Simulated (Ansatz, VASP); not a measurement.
TiN (Osbornite): VASP beside Ansatz

```
Ti N
1.0
     0.00000    2.10409    2.10409
     2.10409    0.00000    2.10409
     2.10409    2.10409    0.00000
Ti N
1 1
Direct
  0.00000 0.00000 0.00000
  0.50000 0.50000 0.50000
```

Alike in both runs: functional PBE; k mesh 12 × 12 × 12; occupations methfessel-paxton of order 1, width 0.05 eV; no spin polarisation.

Ansatz relaxed the structure, and its values are those at the end. VASP's run is a single point on that final structure, the one shown.

|  | VASP | Ansatz |
| --- | --- | --- |
| version | VASP 6.6.1 | Ansatz 0.2.0 |
| potentials or method | VASP PAW PBE potentials, release 64 (Ti_sv, N) | plane waves, PAW |
| plane-wave cutoff (eV) | 520 | 550 |
| valence electrons in the cell | 17 | 17 |

VASP gave:

```
pressure (GPa) : 8.5
```

Question: Which values does Ansatz return?

Answer: Pressure (GPa): 8.0.
